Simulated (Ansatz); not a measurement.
Runs of Ansatz 0.2.0 on GaN. It takes space group P6_3mc (No. 186, hexagonal). The conventional cell has a = 3.180 Å, b = 3.180 Å, c = 5.166 Å, α = 90.00°, β = 90.00°, γ = 120.00°. Around Ga (site symmetry 3m) lie 4 N at 1.94 to 1.95 Å. N (site symmetry 3m) is surrounded by 4 Ga at 1.94 to 1.95 Å. 

```tsv
task	level	potentials or basis	cell	k mesh	cutoff (eV)	mesh quality	gap on the mesh (eV)	pressure (GPa)	V0 of scaled cells (Å³/atom)	relaxed volume (Å³/atom)	B0 (GPa)
relaxation of cell and atoms	wPBEh	Ansatz PAW	relaxed	5 × 5 × 3	420	coarse	3.18	0.0	-	11.40	-
relaxation of cell and atoms	r2SCAN0	Ansatz PAW	relaxed	5 × 5 × 3	500	coarse	4.35	0.0	-	11.17	-
relaxation of cell and atoms	PBEsol+D4	Ansatz PAW	relaxed	10 × 10 × 5	420	not flagged	(a)	0.0	-	11.18	-
relaxation of cell and atoms	rPW86-PBE+rVV10	Ansatz PAW	relaxed	10 × 10 × 5	420	not flagged	1.51	0.0	-	11.94	-
equation of state	PBE	Ansatz PAW large core	as given	10 × 10 × 5	420	not flagged	-	-	11.76	-	172
equation of state	r2SCAN+D3(BJ)	Ansatz PAW	as given	10 × 10 × 5	500	not flagged	-	-	11.27	-	201
single point	PBE	Ansatz PAW	as given	17 × 17 × 9	420	not flagged	1.96	7.3	-	-	-
equation of state	LDA	PseudoDojo LDA	as given	10 × 10 × 5	1143	not flagged	-	-	(b)	-	203
```

Alike in all rows: no spin polarisation; smearing fermi-dirac 0.05 eV.

Fill in the values left out.

(a) 1.99; (b) 11.04.

Caveats: some runs use coarse meshes; odd divisions of the mesh miss points on the zone boundary, where band edges often lie, so the gap on the mesh can be too wide (some runs); the plane-wave basis is chosen anew once the cell has moved, so the energies of steps on either side of that aren't comparable (some runs); the PAW data sets come from PBE, with cores solved anew for the run's functional, which leaves a small shift of forces and pressure (some runs); the cell was scaled at fixed shape and fractional positions, which overstates the stiffness of a crystal with free parameters, most of all of layers and chains (some runs); this set keeps more shells in the core, which shifts pressures and gaps (some runs); the PAW data sets were made with another functional, which shifts forces and pressure a little (some runs).

A k mesh can miss the band edges, and the runs leave out spin-orbit coupling on Ga.
